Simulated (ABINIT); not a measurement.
A run of ABINIT 10.8.3 (patched build):

The input run.abi:

```
# Datasets
ndtset 3

# Pseudopotentials
pp_dirpath "./"
pseudos "Pb.upf"

# Structure
acell 9.1906461943 9.1906461943 9.1906461943
rprim
     0.0000000000     0.7071067812     0.7071067812
     0.7071067812     0.0000000000     0.7071067812
     0.7071067812     0.7071067812     0.0000000000
ntypat 1
znucl 82
natom 2
typat 1 1
xred
            1/4            1/4            1/4
            0.0            0.0            0.0

# Plane-wave basis
ecut 26.0

# k points
ngkpt 8 8 8
nshiftk 4
shiftk
     0.5000000000     0.5000000000     0.5000000000
     0.5000000000     0.0000000000     0.0000000000
     0.0000000000     0.5000000000     0.0000000000
     0.0000000000     0.0000000000     0.5000000000
istwfk *1

# Exchange and correlation
ixc 7

# Bands and occupations
occopt 3
tsmear 0.00734986

# SCF cycle
nstep 80

# Output
iomode 3
prteig 0
prtebands 0

# Dataset 1: ground state
nband1 18
tolvrs1 1.0e-12
prtden1 1
prtwf1 0
kptopt1 1

# Dataset 2: empty bands at fixed density
iscf2 -3
getden2 1
nband2 24
nbdbuf2 4
tolwfr2 1.0e-12
nstep2 120
prtden2 0
kptopt2 1

# Dataset 3: wave functions and velocity matrix elements in the full zone
optdriver3 8
wfk_task3 "wfk_optics_fullbz"
getwfk3 2
nband3 20
kptopt3 1
prtevk3 1
inclvkb3 2
```

optic.abi

```
&FILES
 ddkfile_1 = 'runo_DS3_1_EVK.nc',
 ddkfile_2 = 'runo_DS3_2_EVK.nc',
 ddkfile_3 = 'runo_DS3_3_EVK.nc',
 wfkfile = 'runo_DS3_WFK.nc'
/
&PARAMETERS
 broadening = 0.003675,
 domega = 0.002,
 maxomega = 0.8,
 scissor = 0.000000,
 tolerance = 0.002
/
&COMPUTATIONS
 num_lin_comp = 1,
 lin_comp = 11,
 num_nonlin_comp = 0
/
```

Potentials or basis: PseudoDojo NC SR LDA v0.4.1 standard.

Launch:

```sh
$ abinit run.abi > log 2>&1
$ optic optic.abi > optic.log 2>&1
```

Hardware: 1 thread of Arm Neoverse V2, on a shared host.

Task: Estimate the wall time of this run.

Result: It took 5.4 min on 1 thread of Arm Neoverse V2, with other jobs on the host, peak memory 2.9 GiB. Counts: scf iterations 10, mpi ranks 1, k points 60, bands 18, plane waves 3497.
